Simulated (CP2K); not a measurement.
## MoS2 under changes of volume

One of the cells (18.982 Å³/atom); the others are scaled copies at fixed shape and fractional positions:

```
CELL_PARAMETERS angstrom
3.22746 0.00000 0.00000
-1.61373 2.79507 0.00000
0.00000 0.00000 6.31247
ATOMIC_POSITIONS crystal
Mo 0.00000 0.00000 0.50000
S 0.66667 0.33333 0.74468
S 0.33333 0.66667 0.25532
```

Measurements of this composition are mostly on another form, of space group No. 194.

| Quantity | Value |
| --- | --- |
| Program | CP2K 2026.2 |
| Functional | PBE |
| Potentials or basis | POTENTIAL_UZH Mo GTH-PBE-q14, S GTH-PBE-q6; TZVP-MOLOPT-PBE-GTH basis |
| Density cutoff | 6123 eV |
| k mesh | 9 × 9 × 4 |
| Occupations | fermi-dirac, width 0.05 eV |
| Spin | no spin polarisation |

```csv
volume (Å³/atom),energy over the lowest point (meV/atom),pressure (GPa),largest force (eV/Å)
17.843,?,?,?
18.222,26.85,8.5,1.142
18.602,10.81,5.2,0.776
18.982,2.10,2.3,0.438
19.361,0.00,-0.4,0.124
19.741,3.83,-2.7,0.167
20.120,12.98,-4.9,0.437
```

Question: What does the run at 17.843 Å³/atom give?

Answer: Energy over the lowest point 51.06 meV/atom; pressure 12.1 GPa; largest force 1.537 eV/Å.

Worked out: A Birch-Murnaghan fit of order 3 (a polynomial in V^(-2/3)) to the other rows has its minimum at 19.30 Å³/atom with B0 = V·E''(V) = 129 GPa and B' = 4.3 at fixed shape and positions, which overstates the stiffness. It gives 50.98 meV/atom at 17.843 Å³/atom, against the run's 51.06, and -dE/dV = 12.0 GPa, against 12.1.

Energies are extrapolated to zero smearing.

Caveats: this functional lacks dispersion, which binds the layers, so the pressure and a relaxed spacing across them are unreliable; the basis of atomic orbitals isn't converged, which shifts pressures, moduli and gaps; forces of over 1 eV/Å show positions far from the minimum, so gaps and moduli don't describe the material at rest (some runs).
